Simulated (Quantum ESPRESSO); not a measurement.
The system is HfC.

```
Hf C
1.0
     0.00000    2.32500    2.32500
     2.32500    0.00000    2.32500
     2.32500    2.32500    0.00000
Hf C
1 1
Direct
  0.50000 0.50000 0.50000
  0.00000 0.00000 0.00000
```

Base run:

```yaml
Program: Quantum ESPRESSO 7.5
Functional: WC
Potentials_or_basis: SG15 PBE 1.2
Cutoff: 1197 eV
Density_cutoff: 4789 eV
k_mesh: 10 × 10 × 10
Occupations: fermi-dirac, width 0.05 eV
Spin: no spin polarisation
```

Its results: band gap on the k mesh none (metal or under the smearing width); pressure -5.5 GPa.

Question: The run is repeated on the same cell with these changes: functional from WC to AM05. What comes out?

Answer: Band gap on the k mesh none (metal or under the smearing width); pressure -6.9 GPa.

Caveats: the potentials were made for another functional, which shifts forces and pressure; spin-orbit coupling is left out, which moves the levels of the heavy elements.
